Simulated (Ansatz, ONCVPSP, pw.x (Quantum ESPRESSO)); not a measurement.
## From atom to crystal: ONCV potential for W (Z = 74)

W (Z = 74), optimised norm-conserving Vanderbilt (ONCV), made with ONCVPSP 4.0.1.1 (patched build) (PBE, scalar-relativistic). Core [Kr] 4d10 4f14, reference 5s2 5p6 5d4 6s2. Waves: 5s+6s: rc 1.50 bohr, ncon 4, nbas 8, qcut 6.7 1/bohr, 2 projectors; 5p: rc 1.50 bohr, ncon 4, nbas 7, qcut 8 1/bohr, 3 projectors, debl 2.5 Ha; 5d: rc 2.65 bohr, ncon 3, nbas 7, qcut 5.7 1/bohr, 2 projectors, debl 1.7 Ha. Local part: polynomial inside 1.20 bohr (lpopt 3, dvloc0 4 Ha). Core correction: Teter function, fcfact 4, rcfact 1.75.

Atomic tests: cutoffs needed: 25 Ha and 47 Ha (the cutoffs (Ha) at which the residual kinetic energy of the hardest occupied pseudo-wave falls to 1 and 0.1 mHa per electron); ghost test: no bound ghost flagged; GHOST(+) flagged for s at 297.9 eV; largest excitation error: -197 meV (all-electron minus pseudo) for 5s2 5p5 5d4 6s2, out of 4 test configurations.

Crystal test: fcc W in pw.x 7.5, no spin, 14³ k-points, Fermi–Dirac smearing 0.01 Ry, cutoffs 110/440 Ry. The reference is all-electron LAPW (Ansatz 0.2.0) with the same functional, mesh and smearing; V0 and B0 come from Birch–Murnaghan fits to the pressures at five volumes. Errors are pseudo minus all-electron; Δ is the rms difference of the E(V) curves that follow from these fits, minima aligned, over ±6 % about the mean V0. Mesh and smearing are coarse, so the numbers serve the comparison and aren't converged zero-temperature values; the lattice is a test structure that the element need not adopt.

All-electron: a0 = 4.039 Å (V0 = 16.47 Å³/atom), B0 = 280.9 GPa.

Problem. How far does the potential miss the all-electron equation of state?

Solution. mean pressure error (GPa): -2.64; a0 (Å): 4.026; a0 error (%): -0.32; B0 error (%): -0.5; Δ (meV/atom): 9.6.

```tsv
V (Å³/atom)	P all-electron (GPa)	P pseudo (GPa)
15.654	15.90	12.62
16.066	7.42	4.50
16.478	-0.06	-2.67
16.890	-6.66	-8.98
17.302	-12.47	-14.54
```

Problem. At the middle volume, how do free energy and pressure move when the wave cutoff is lowered (ecutrho kept at four times it)?

Solution.

```csv
cutoff (Ry),shift of F (meV/atom),shift of P (GPa)
50,+228.5,-14.76
66,+8.6,-0.33
88,+3.4,-0.10
```

Input at the middle volume:

```
&control
  calculation='scf', prefix='x', pseudo_dir='./', outdir='./tmp', tstress=.true., disk_io='none'
/
&system
  ibrav=0, nat=1, ntyp=1, ecutwfc=110, ecutrho=440, nbnd=15,
  occupations='smearing', smearing='fd', degauss=0.01
/
&electrons
  conv_thr=1e-09, mixing_beta=0.4, electron_maxstep=70
/
ATOMIC_SPECIES
W 1.0 W.UPF
CELL_PARAMETERS angstrom
  0.00000000 2.01972156 2.01972156
  2.01972156 0.00000000 2.01972156
  2.01972156 2.01972156 0.00000000
ATOMIC_POSITIONS crystal
W 0.0000 0.0000 0.0000
K_POINTS automatic
14 14 14 0 0 0
```

```bash
pw.x < W.scf.in > W.scf.out
```

Lines of the output:

```
Message from routine setup:
     using ibrav=0 with symmetry is DISCOURAGED, use correct ibrav instead
     lattice parameter (alat)  =       5.3977  a.u.
     unit-cell volume          =     111.1991 (a.u.)^3
     number of electrons       =        14.00
     number of Kohn-Sham states=           15
     kinetic-energy cutoff     =     110.0000  Ry
     charge density cutoff     =     440.0000  Ry
     scf convergence threshold =      1.0E-09
     Exchange-correlation= PBE
     number of k points=   104  Fermi-Dirac smearing, width (Ry)=  0.0100
     iteration #  1     ecut=   110.00 Ry     beta= 0.40
     total energy              =    -159.03375939 Ry
     estimated scf accuracy    <       0.03703086 Ry
     iteration #  2     ecut=   110.00 Ry     beta= 0.40
     total energy              =    -159.03392005 Ry
     estimated scf accuracy    <       0.00565132 Ry
     iteration #  3     ecut=   110.00 Ry     beta= 0.40
     total energy              =    -159.03460309 Ry
     estimated scf accuracy    <       0.00026320 Ry
     iteration #  4     ecut=   110.00 Ry     beta= 0.40
     total energy              =    -159.03461961 Ry
     estimated scf accuracy    <       0.00000355 Ry
     iteration #  5     ecut=   110.00 Ry     beta= 0.40
     total energy              =    -159.03462088 Ry
     estimated scf accuracy    <       0.00000024 Ry
     iteration #  6     ecut=   110.00 Ry     beta= 0.40
     total energy              =    -159.03462091 Ry
     estimated scf accuracy    <          2.0E-09 Ry
     iteration #  7     ecut=   110.00 Ry     beta= 0.40
     the Fermi energy is    21.2388 ev
!    total energy              =    -159.03462091 Ry
     estimated scf accuracy    <          2.2E-10 Ry
     smearing contrib. (-TS)   =      -0.00528263 Ry
     The total energy is F=E-TS. E is the sum of the following terms:
     one-electron contribution =     -14.58638681 Ry
     hartree contribution      =      16.13427104 Ry
     xc contribution           =     -42.85404317 Ry
     ewald contribution        =    -117.72317934 Ry
     convergence has been achieved in   7 iterations
          total   stress  (Ry/bohr**3)                   (kbar)     P=      -26.65
     Message from routine punch:
     Nothing written, as per user request (disk_io='none')
```

The run at the middle volume (104 k-points, 7 iterations) took about 23 s on one core of a shared host (Intel(R) Xeon(R) 6975P-C, 192 threads, 1512 GiB, load 62).
